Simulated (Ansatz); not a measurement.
A run of Ansatz 0.2.0 is set up as follows.

The input input.yaml:

```yaml
crystal:
  lattice:
    - [0.0, 3.06065, 3.06065]
    - [3.06065, 0.0, 3.06065]
    - [3.06065, 3.06065, 0.0]
  atoms:
    - { symbol: Pb, position: [0.0, 0.0, 0.0] }
    - { symbol: Se, position: [0.5, 0.5, 0.5] }
kpoints:
  mp_grid: { grid: [4, 4, 4] }
scf:
  occupations: { method: fermi_dirac, width: 0.05 }
hamiltonian:
  xc: hse06
  pseudopotentials: { kind: all_electron, datasets: crystal }
output:
  forces: true
  stress: true
```

Potentials or basis: all-electron PAW datasets made for the crystal.

Launch:

```sh
$ ansatz run input.yaml --threads 1 --pin off --max-ram 3072MiB --backend cpu --events-out ev --progress --plain --runs-dir out
```

Problem. Estimate the band gap on the k mesh.

Solution. 0.69 eV, direct.

Problem. What does it give for the pressure?

Solution. 1.4 GPa.

Caveat: the k mesh is coarse (spacing up to 0.44 Å⁻¹), so the values aren't converged, least of all with exact exchange; spin-orbit coupling is left out, which as a rule narrows the gap of such compounds by several tenths of an eV. A k mesh can miss the band edges.
